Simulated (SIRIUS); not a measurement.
# Ta (Im-3m) in SIRIUS: further runs, part 2 of 3

SIRIUS 7.12.0. Earlier steps stand in the parts before.

## (4) Equation of state, WC, 17.65 Å³/atom (volume scaled by 0.98)

Input file sirius.json:

```json
{
  "control": {
    "processing_unit": "cpu",
    "std_evp_solver_name": "lapack",
    "gen_evp_solver_name": "lapack",
    "verbosity": 2,
    "print_forces": false,
    "ortho_rf": true,
    "use_second_variation": true,
    "rmt_max": 3.0,
    "num_bands_to_print": 22,
    "save_wf": true
  },
  "parameters": {
    "electronic_structure_method": "full_potential_lapwlo",
    "xc_functionals": ["XC_GGA_X_WC", "XC_GGA_C_PBE"],
    "core_relativity": "dirac",
    "valence_relativity": "iora",
    "num_fv_states": 22,
    "smearing": "fermi_dirac",
    "smearing_width": 0.0018374661,
    "pw_cutoff": 20,
    "gk_cutoff": 3.54,
    "lmax_apw": 11,
    "lmax_rho": 8,
    "lmax_pot": 8,
    "num_mag_dims": 0,
    "auto_rmt": 0,
    "ngridk": [11, 11, 11],
    "shiftk": [0, 0, 0],
    "num_dft_iter": 80,
    "energy_tol": 1e-07,
    "density_tol": 1e-05,
    "use_symmetry": true
  },
  "settings": {"tol_ne": 1e-10},
  "iterative_solver": {"type": "exact"},
  "mixer": {"type": "anderson", "beta": 0.5, "max_history": 8},
  "unit_cell": {
    "lattice_vectors": [
      [-3.0995235929, 3.0995235929, 3.0995235929],
      [3.0995235929, -3.0995235929, 3.0995235929],
      [3.0995235929, 3.0995235929, -3.0995235929]
    ],
    "atom_types": ["Ta"],
    "atom_files": {"Ta": "Ta.json"},
    "atoms": {"Ta": [[0.0, 0.0, 0.0]]}
  }
}
```

Input file Ta.json:

```json
{
  "name": "tantalum",
  "symbol": "Ta",
  "number": 73,
  "mass": 180.94788,
  "rmin": 1e-06,
  "rmt": 2.6,
  "nrmt": 800,
  "rinf": 15.8,
  "core": "1s2s2p3s3p3d4s4p4d",
  "valence": [
    {"basis": [{"enu": 0.21, "dme": 0, "n": 0, "auto": 0}, {"enu": 0.21, "dme": 1, "n": 0, "auto": 0}]},
    {"l": 0, "n": 1, "basis": [{"enu": 0.31, "dme": 0, "n": 0, "auto": 0}]},
    {"l": 1, "n": 2, "basis": [{"enu": 0.31, "dme": 0, "n": 0, "auto": 0}]},
    {"l": 2, "n": 3, "basis": [{"enu": 0.31, "dme": 0, "n": 0, "auto": 0}]},
    {"l": 3, "n": 4, "basis": [{"enu": 0.31, "dme": 0, "n": 0, "auto": 0}]},
    {"l": 4, "n": 5, "basis": [{"enu": 0.31, "dme": 0, "n": 0, "auto": 0}]}
  ],
  "lo": [
    {"l": 0, "basis": [{"enu": 0.31, "dme": 0, "n": 0, "auto": 0}, {"enu": 0.31, "dme": 1, "n": 0, "auto": 0}]},
    {
      "l": 0,
      "basis": [{"enu": -2.2272, "dme": 0, "n": 5, "auto": 1}, {"enu": -2.2272, "dme": 1, "n": 5, "auto": 1}]
    },
    {
      "l": 0,
      "basis": [{"enu": -2.2272, "dme": 1, "n": 5, "auto": 1}, {"enu": 0.31, "dme": 0, "n": 0, "auto": 0}]
    },
    {"l": 0, "basis": [{"enu": 0.31, "dme": 0, "n": 0, "auto": 0}, {"enu": 2.6769, "dme": 0, "n": 0, "auto": 0}]},
    {"l": 1, "basis": [{"enu": 0.31, "dme": 0, "n": 0, "auto": 0}, {"enu": 0.31, "dme": 1, "n": 0, "auto": 0}]},
    {
      "l": 1,
      "basis": [{"enu": -1.0003, "dme": 0, "n": 5, "auto": 1}, {"enu": -1.0003, "dme": 1, "n": 5, "auto": 1}]
    },
    {
      "l": 1,
      "basis": [{"enu": -1.0003, "dme": 1, "n": 5, "auto": 1}, {"enu": 0.31, "dme": 0, "n": 0, "auto": 0}]
    },
    {"l": 1, "basis": [{"enu": 0.31, "dme": 0, "n": 0, "auto": 0}, {"enu": 3.0319, "dme": 0, "n": 0, "auto": 0}]},
    {"l": 2, "basis": [{"enu": 0.31, "dme": 0, "n": 0, "auto": 0}, {"enu": 0.31, "dme": 1, "n": 0, "auto": 0}]},
    {"l": 2, "basis": [{"enu": 0.31, "dme": 1, "n": 0, "auto": 0}, {"enu": 0.31, "dme": 2, "n": 0, "auto": 0}]},
    {"l": 2, "basis": [{"enu": 0.31, "dme": 0, "n": 0, "auto": 0}, {"enu": 2.6177, "dme": 0, "n": 0, "auto": 0}]},
    {"l": 3, "basis": [{"enu": 0.31, "dme": 0, "n": 0, "auto": 0}, {"enu": 0.31, "dme": 1, "n": 0, "auto": 0}]},
    {
      "l": 3,
      "basis": [{"enu": -0.4747, "dme": 0, "n": 4, "auto": 1}, {"enu": -0.4747, "dme": 1, "n": 4, "auto": 1}]
    },
    {
      "l": 3,
      "basis": [{"enu": -0.4747, "dme": 1, "n": 4, "auto": 1}, {"enu": 0.31, "dme": 0, "n": 0, "auto": 0}]
    },
    {"l": 3, "basis": [{"enu": 0.31, "dme": 0, "n": 0, "auto": 0}, {"enu": 3.742, "dme": 0, "n": 0, "auto": 0}]},
    {"l": 4, "basis": [{"enu": 0.31, "dme": 0, "n": 0, "auto": 0}, {"enu": 0.31, "dme": 1, "n": 0, "auto": 0}]},
    {"l": 4, "basis": [{"enu": 0.31, "dme": 0, "n": 0, "auto": 0}, {"enu": 3.1502, "dme": 0, "n": 0, "auto": 0}]}
  ],
  "free_atom": [... radial grid and density of the free atom, the start of the SCF ...]
}
```

Input file sirius_start.json:

```json
{
  "control": {
    "processing_unit": "cpu",
    "std_evp_solver_name": "lapack",
    "gen_evp_solver_name": "lapack",
    "verbosity": 1,
    "print_forces": false,
    "ortho_rf": true,
    "use_second_variation": true,
    "rmt_max": 3.0,
    "num_bands_to_print": 22,
    "save_wf": false
  },
  "parameters": {
    "electronic_structure_method": "full_potential_lapwlo",
    "xc_functionals": ["XC_LDA_X", "XC_LDA_C_PW"],
    "core_relativity": "dirac",
    "valence_relativity": "iora",
    "num_fv_states": 22,
    "smearing": "fermi_dirac",
    "smearing_width": 0.0055123983,
    "pw_cutoff": 20,
    "gk_cutoff": 2.83,
    "lmax_apw": 11,
    "lmax_rho": 8,
    "lmax_pot": 8,
    "num_mag_dims": 0,
    "auto_rmt": 0,
    "ngridk": [4, 4, 4],
    "shiftk": [0, 0, 0],
    "num_dft_iter": 30,
    "energy_tol": 0.01,
    "density_tol": 0.05,
    "use_symmetry": true
  },
  "settings": {"tol_ne": 1e-10},
  "iterative_solver": {"type": "exact"},
  "mixer": {"type": "anderson", "beta": 0.5, "max_history": 8},
  "unit_cell": {
    "lattice_vectors": [
      [-3.0995235929, 3.0995235929, 3.0995235929],
      [3.0995235929, -3.0995235929, 3.0995235929],
      [3.0995235929, 3.0995235929, -3.0995235929]
    ],
    "atom_types": ["Ta"],
    "atom_files": {"Ta": "Ta.json"},
    "atoms": {"Ta": [[0.0, 0.0, 0.0]]}
  }
}
```

Launch:

```
$ OMP_NUM_THREADS=1 sirius.scf --input=sirius_start.json --output=start.json
$ OMP_NUM_THREADS=1 sirius.scf --input=sirius.json --output=output.json --task=1
```

It took 41 s on 1 thread of Arm Neoverse V1, shared host; peak memory 0.34 GiB.

It converged, with:

```
Free energy                                       : -425178.4616 eV
Band gap on the k mesh                            : none (metal or under the smearing width)
All electrons inside the program's atomic spheres : Ta 71.28 (radii Ta 2.6 bohr)
```

## (5) Equation of state, WC, 18.01 Å³/atom

sirius.json, as its differences from that of step 4:

```diff
@@ -40,5 +40,5 @@
     "lattice_vectors": [
-      [-3.0995235929, 3.0995235929, 3.0995235929],
-      [3.0995235929, -3.0995235929, 3.0995235929],
-      [3.0995235929, 3.0995235929, -3.0995235929]
+      [-3.1204669551, 3.1204669551, 3.1204669551],
+      [3.1204669551, -3.1204669551, 3.1204669551],
+      [3.1204669551, 3.1204669551, -3.1204669551]
     ],
```

Input file Ta.json:

```json
{
  "name": "tantalum",
  "symbol": "Ta",
  "number": 73,
  "mass": 180.94788,
  "rmin": 1e-06,
  "rmt": 2.6,
  "nrmt": 800,
  "rinf": 15.8,
  "core": "1s2s2p3s3p3d4s4p4d",
  "valence": [
    {"basis": [{"enu": 0.2, "dme": 0, "n": 0, "auto": 0}, {"enu": 0.2, "dme": 1, "n": 0, "auto": 0}]},
    {"l": 0, "n": 1, "basis": [{"enu": 0.3, "dme": 0, "n": 0, "auto": 0}]},
    {"l": 1, "n": 2, "basis": [{"enu": 0.3, "dme": 0, "n": 0, "auto": 0}]},
    {"l": 2, "n": 3, "basis": [{"enu": 0.3, "dme": 0, "n": 0, "auto": 0}]},
    {"l": 3, "n": 4, "basis": [{"enu": 0.3, "dme": 0, "n": 0, "auto": 0}]},
    {"l": 4, "n": 5, "basis": [{"enu": 0.3, "dme": 0, "n": 0, "auto": 0}]}
  ],
  "lo": [
    {"l": 0, "basis": [{"enu": 0.3, "dme": 0, "n": 0, "auto": 0}, {"enu": 0.3, "dme": 1, "n": 0, "auto": 0}]},
    {
      "l": 0,
      "basis": [{"enu": -2.2372, "dme": 0, "n": 5, "auto": 1}, {"enu": -2.2372, "dme": 1, "n": 5, "auto": 1}]
    },
    {"l": 0, "basis": [{"enu": -2.2372, "dme": 1, "n": 5, "auto": 1}, {"enu": 0.3, "dme": 0, "n": 0, "auto": 0}]},
    {"l": 0, "basis": [{"enu": 0.3, "dme": 0, "n": 0, "auto": 0}, {"enu": 2.6669, "dme": 0, "n": 0, "auto": 0}]},
    {"l": 1, "basis": [{"enu": 0.3, "dme": 0, "n": 0, "auto": 0}, {"enu": 0.3, "dme": 1, "n": 0, "auto": 0}]},
    {
      "l": 1,
      "basis": [{"enu": -1.0103, "dme": 0, "n": 5, "auto": 1}, {"enu": -1.0103, "dme": 1, "n": 5, "auto": 1}]
    },
    {"l": 1, "basis": [{"enu": -1.0103, "dme": 1, "n": 5, "auto": 1}, {"enu": 0.3, "dme": 0, "n": 0, "auto": 0}]},
    {"l": 1, "basis": [{"enu": 0.3, "dme": 0, "n": 0, "auto": 0}, {"enu": 3.0219, "dme": 0, "n": 0, "auto": 0}]},
    {"l": 2, "basis": [{"enu": 0.3, "dme": 0, "n": 0, "auto": 0}, {"enu": 0.3, "dme": 1, "n": 0, "auto": 0}]},
    {"l": 2, "basis": [{"enu": 0.3, "dme": 1, "n": 0, "auto": 0}, {"enu": 0.3, "dme": 2, "n": 0, "auto": 0}]},
    {"l": 2, "basis": [{"enu": 0.3, "dme": 0, "n": 0, "auto": 0}, {"enu": 2.6077, "dme": 0, "n": 0, "auto": 0}]},
    {"l": 3, "basis": [{"enu": 0.3, "dme": 0, "n": 0, "auto": 0}, {"enu": 0.3, "dme": 1, "n": 0, "auto": 0}]},
    {
      "l": 3,
      "basis": [{"enu": -0.4847, "dme": 0, "n": 4, "auto": 1}, {"enu": -0.4847, "dme": 1, "n": 4, "auto": 1}]
    },
    {"l": 3, "basis": [{"enu": -0.4847, "dme": 1, "n": 4, "auto": 1}, {"enu": 0.3, "dme": 0, "n": 0, "auto": 0}]},
    {"l": 3, "basis": [{"enu": 0.3, "dme": 0, "n": 0, "auto": 0}, {"enu": 3.732, "dme": 0, "n": 0, "auto": 0}]},
    {"l": 4, "basis": [{"enu": 0.3, "dme": 0, "n": 0, "auto": 0}, {"enu": 0.3, "dme": 1, "n": 0, "auto": 0}]},
    {"l": 4, "basis": [{"enu": 0.3, "dme": 0, "n": 0, "auto": 0}, {"enu": 3.1402, "dme": 0, "n": 0, "auto": 0}]}
  ],
  "free_atom": [... radial grid and density of the free atom, the start of the SCF ...]
}
```

sirius_start.json, as its differences from that of step 4:

```diff
@@ -40,5 +40,5 @@
     "lattice_vectors": [
-      [-3.0995235929, 3.0995235929, 3.0995235929],
-      [3.0995235929, -3.0995235929, 3.0995235929],
-      [3.0995235929, 3.0995235929, -3.0995235929]
+      [-3.1204669551, 3.1204669551, 3.1204669551],
+      [3.1204669551, -3.1204669551, 3.1204669551],
+      [3.1204669551, 3.1204669551, -3.1204669551]
     ],
```

Launch:

```
$ OMP_NUM_THREADS=1 sirius.scf --input=sirius_start.json --output=start.json
$ OMP_NUM_THREADS=1 sirius.scf --input=sirius.json --output=output.json --task=1
```

Run time: 41 s. Hardware: 1 thread of Arm Neoverse V1, shared host; peak memory 0.34 GiB.

It converged, with:

```
Free energy                                       : -425178.4583 eV
Band gap on the k mesh                            : none (metal or under the smearing width)
All electrons inside the program's atomic spheres : Ta 71.23 (radii Ta 2.6 bohr)
```

## (6) Equation of state, WC, 18.37 Å³/atom (volume scaled by 1.02)

sirius.json, as its differences from that of step 5:

```diff
@@ -40,5 +40,5 @@
     "lattice_vectors": [
-      [-3.1204669551, 3.1204669551, 3.1204669551],
-      [3.1204669551, -3.1204669551, 3.1204669551],
-      [3.1204669551, 3.1204669551, -3.1204669551]
+      [-3.1411329013, 3.1411329013, 3.1411329013],
+      [3.1411329013, -3.1411329013, 3.1411329013],
+      [3.1411329013, 3.1411329013, -3.1411329013]
     ],
```

Input file Ta.json:

```json
{
  "name": "tantalum",
  "symbol": "Ta",
  "number": 73,
  "mass": 180.94788,
  "rmin": 1e-06,
  "rmt": 2.6,
  "nrmt": 800,
  "rinf": 15.8,
  "core": "1s2s2p3s3p3d4s4p4d",
  "valence": [
    {"basis": [{"enu": 0.19, "dme": 0, "n": 0, "auto": 0}, {"enu": 0.19, "dme": 1, "n": 0, "auto": 0}]},
    {"l": 0, "n": 1, "basis": [{"enu": 0.29, "dme": 0, "n": 0, "auto": 0}]},
    {"l": 1, "n": 2, "basis": [{"enu": 0.29, "dme": 0, "n": 0, "auto": 0}]},
    {"l": 2, "n": 3, "basis": [{"enu": 0.29, "dme": 0, "n": 0, "auto": 0}]},
    {"l": 3, "n": 4, "basis": [{"enu": 0.29, "dme": 0, "n": 0, "auto": 0}]},
    {"l": 4, "n": 5, "basis": [{"enu": 0.29, "dme": 0, "n": 0, "auto": 0}]}
  ],
  "lo": [
    {"l": 0, "basis": [{"enu": 0.29, "dme": 0, "n": 0, "auto": 0}, {"enu": 0.29, "dme": 1, "n": 0, "auto": 0}]},
    {
      "l": 0,
      "basis": [{"enu": -2.2472, "dme": 0, "n": 5, "auto": 1}, {"enu": -2.2472, "dme": 1, "n": 5, "auto": 1}]
    },
    {
      "l": 0,
      "basis": [{"enu": -2.2472, "dme": 1, "n": 5, "auto": 1}, {"enu": 0.29, "dme": 0, "n": 0, "auto": 0}]
    },
    {"l": 0, "basis": [{"enu": 0.29, "dme": 0, "n": 0, "auto": 0}, {"enu": 2.6569, "dme": 0, "n": 0, "auto": 0}]},
    {"l": 1, "basis": [{"enu": 0.29, "dme": 0, "n": 0, "auto": 0}, {"enu": 0.29, "dme": 1, "n": 0, "auto": 0}]},
    {
      "l": 1,
      "basis": [{"enu": -1.0203, "dme": 0, "n": 5, "auto": 1}, {"enu": -1.0203, "dme": 1, "n": 5, "auto": 1}]
    },
    {
      "l": 1,
      "basis": [{"enu": -1.0203, "dme": 1, "n": 5, "auto": 1}, {"enu": 0.29, "dme": 0, "n": 0, "auto": 0}]
    },
    {"l": 1, "basis": [{"enu": 0.29, "dme": 0, "n": 0, "auto": 0}, {"enu": 3.0119, "dme": 0, "n": 0, "auto": 0}]},
    {"l": 2, "basis": [{"enu": 0.29, "dme": 0, "n": 0, "auto": 0}, {"enu": 0.29, "dme": 1, "n": 0, "auto": 0}]},
    {"l": 2, "basis": [{"enu": 0.29, "dme": 1, "n": 0, "auto": 0}, {"enu": 0.29, "dme": 2, "n": 0, "auto": 0}]},
    {"l": 2, "basis": [{"enu": 0.29, "dme": 0, "n": 0, "auto": 0}, {"enu": 2.5977, "dme": 0, "n": 0, "auto": 0}]},
    {"l": 3, "basis": [{"enu": 0.29, "dme": 0, "n": 0, "auto": 0}, {"enu": 0.29, "dme": 1, "n": 0, "auto": 0}]},
    {
      "l": 3,
      "basis": [{"enu": -0.4947, "dme": 0, "n": 4, "auto": 1}, {"enu": -0.4947, "dme": 1, "n": 4, "auto": 1}]
    },
    {
      "l": 3,
      "basis": [{"enu": -0.4947, "dme": 1, "n": 4, "auto": 1}, {"enu": 0.29, "dme": 0, "n": 0, "auto": 0}]
    },
    {"l": 3, "basis": [{"enu": 0.29, "dme": 0, "n": 0, "auto": 0}, {"enu": 3.722, "dme": 0, "n": 0, "auto": 0}]},
    {"l": 4, "basis": [{"enu": 0.29, "dme": 0, "n": 0, "auto": 0}, {"enu": 0.29, "dme": 1, "n": 0, "auto": 0}]},
    {"l": 4, "basis": [{"enu": 0.29, "dme": 0, "n": 0, "auto": 0}, {"enu": 3.1302, "dme": 0, "n": 0, "auto": 0}]}
  ],
  "free_atom": [... radial grid and density of the free atom, the start of the SCF ...]
}
```

sirius_start.json, as its differences from that of step 5:

```diff
@@ -40,5 +40,5 @@
     "lattice_vectors": [
-      [-3.1204669551, 3.1204669551, 3.1204669551],
-      [3.1204669551, -3.1204669551, 3.1204669551],
-      [3.1204669551, 3.1204669551, -3.1204669551]
+      [-3.1411329013, 3.1411329013, 3.1411329013],
+      [3.1411329013, -3.1411329013, 3.1411329013],
+      [3.1411329013, 3.1411329013, -3.1411329013]
     ],
```

Potentials or basis: all-electron FP-LAPW, apw+lo standard.

Launch:

```
$ OMP_NUM_THREADS=1 sirius.scf --input=sirius_start.json --output=start.json
$ OMP_NUM_THREADS=1 sirius.scf --input=sirius.json --output=output.json --task=1
```

Run time: 41 s. Hardware: 1 thread of Arm Neoverse V1, shared host; peak memory 0.34 GiB.

Results (log left out):

```
Free energy                                       : -425178.4461 eV
Band gap on the k mesh                            : none (metal or under the smearing width)
All electrons inside the program's atomic spheres : Ta 71.18 (radii Ta 2.6 bohr)
```

## (7) Equation of state, WC, 18.73 Å³/atom (volume scaled by 1.04)

sirius.json, as its differences from that of step 6:

```diff
@@ -40,5 +40,5 @@
     "lattice_vectors": [
-      [-3.1411329013, 3.1411329013, 3.1411329013],
-      [3.1411329013, -3.1411329013, 3.1411329013],
-      [3.1411329013, 3.1411329013, -3.1411329013]
+      [-3.1615304398, 3.1615304398, 3.1615304398],
+      [3.1615304398, -3.1615304398, 3.1615304398],
+      [3.1615304398, 3.1615304398, -3.1615304398]
     ],
```

Input file Ta.json:

```json
{
  "name": "tantalum",
  "symbol": "Ta",
  "number": 73,
  "mass": 180.94788,
  "rmin": 1e-06,
  "rmt": 2.6,
  "nrmt": 800,
  "rinf": 15.8,
  "core": "1s2s2p3s3p3d4s4p4d",
  "valence": [
    {"basis": [{"enu": 0.18, "dme": 0, "n": 0, "auto": 0}, {"enu": 0.18, "dme": 1, "n": 0, "auto": 0}]},
    {"l": 0, "n": 1, "basis": [{"enu": 0.28, "dme": 0, "n": 0, "auto": 0}]},
    {"l": 1, "n": 2, "basis": [{"enu": 0.28, "dme": 0, "n": 0, "auto": 0}]},
    {"l": 2, "n": 3, "basis": [{"enu": 0.28, "dme": 0, "n": 0, "auto": 0}]},
    {"l": 3, "n": 4, "basis": [{"enu": 0.28, "dme": 0, "n": 0, "auto": 0}]},
    {"l": 4, "n": 5, "basis": [{"enu": 0.28, "dme": 0, "n": 0, "auto": 0}]}
  ],
  "lo": [
    {"l": 0, "basis": [{"enu": 0.28, "dme": 0, "n": 0, "auto": 0}, {"enu": 0.28, "dme": 1, "n": 0, "auto": 0}]},
    {
      "l": 0,
      "basis": [{"enu": -2.2572, "dme": 0, "n": 5, "auto": 1}, {"enu": -2.2572, "dme": 1, "n": 5, "auto": 1}]
    },
    {
      "l": 0,
      "basis": [{"enu": -2.2572, "dme": 1, "n": 5, "auto": 1}, {"enu": 0.28, "dme": 0, "n": 0, "auto": 0}]
    },
    {"l": 0, "basis": [{"enu": 0.28, "dme": 0, "n": 0, "auto": 0}, {"enu": 2.6469, "dme": 0, "n": 0, "auto": 0}]},
    {"l": 1, "basis": [{"enu": 0.28, "dme": 0, "n": 0, "auto": 0}, {"enu": 0.28, "dme": 1, "n": 0, "auto": 0}]},
    {
      "l": 1,
      "basis": [{"enu": -1.0303, "dme": 0, "n": 5, "auto": 1}, {"enu": -1.0303, "dme": 1, "n": 5, "auto": 1}]
    },
    {
      "l": 1,
      "basis": [{"enu": -1.0303, "dme": 1, "n": 5, "auto": 1}, {"enu": 0.28, "dme": 0, "n": 0, "auto": 0}]
    },
    {"l": 1, "basis": [{"enu": 0.28, "dme": 0, "n": 0, "auto": 0}, {"enu": 3.0019, "dme": 0, "n": 0, "auto": 0}]},
    {"l": 2, "basis": [{"enu": 0.28, "dme": 0, "n": 0, "auto": 0}, {"enu": 0.28, "dme": 1, "n": 0, "auto": 0}]},
    {"l": 2, "basis": [{"enu": 0.28, "dme": 1, "n": 0, "auto": 0}, {"enu": 0.28, "dme": 2, "n": 0, "auto": 0}]},
    {"l": 2, "basis": [{"enu": 0.28, "dme": 0, "n": 0, "auto": 0}, {"enu": 2.5877, "dme": 0, "n": 0, "auto": 0}]},
    {"l": 3, "basis": [{"enu": 0.28, "dme": 0, "n": 0, "auto": 0}, {"enu": 0.28, "dme": 1, "n": 0, "auto": 0}]},
    {
      "l": 3,
      "basis": [{"enu": -0.5047, "dme": 0, "n": 4, "auto": 1}, {"enu": -0.5047, "dme": 1, "n": 4, "auto": 1}]
    },
    {
      "l": 3,
      "basis": [{"enu": -0.5047, "dme": 1, "n": 4, "auto": 1}, {"enu": 0.28, "dme": 0, "n": 0, "auto": 0}]
    },
    {"l": 3, "basis": [{"enu": 0.28, "dme": 0, "n": 0, "auto": 0}, {"enu": 3.712, "dme": 0, "n": 0, "auto": 0}]},
    {"l": 4, "basis": [{"enu": 0.28, "dme": 0, "n": 0, "auto": 0}, {"enu": 0.28, "dme": 1, "n": 0, "auto": 0}]},
    {"l": 4, "basis": [{"enu": 0.28, "dme": 0, "n": 0, "auto": 0}, {"enu": 3.1202, "dme": 0, "n": 0, "auto": 0}]}
  ],
  "free_atom": [... radial grid and density of the free atom, the start of the SCF ...]
}
```

sirius_start.json, as its differences from that of step 6:

```diff
@@ -40,5 +40,5 @@
     "lattice_vectors": [
-      [-3.1411329013, 3.1411329013, 3.1411329013],
-      [3.1411329013, -3.1411329013, 3.1411329013],
-      [3.1411329013, 3.1411329013, -3.1411329013]
+      [-3.1615304398, 3.1615304398, 3.1615304398],
+      [3.1615304398, -3.1615304398, 3.1615304398],
+      [3.1615304398, 3.1615304398, -3.1615304398]
     ],
```

Launch:

```
$ OMP_NUM_THREADS=1 sirius.scf --input=sirius_start.json --output=start.json
$ OMP_NUM_THREADS=1 sirius.scf --input=sirius.json --output=output.json --task=1
```

Wall time 41 s (1 thread of Arm Neoverse V1, shared host); peak memory 0.35 GiB.

The run converged. Its results:

```yaml
Free_energy: -425178.4259 eV
Band_gap_on_the_k_mesh: none (metal or under the smearing width)
All_electrons_inside_the_program's_atomic_spheres: Ta 71.14 (radii Ta 2.6 bohr)
```

[end of part 2 of 3]
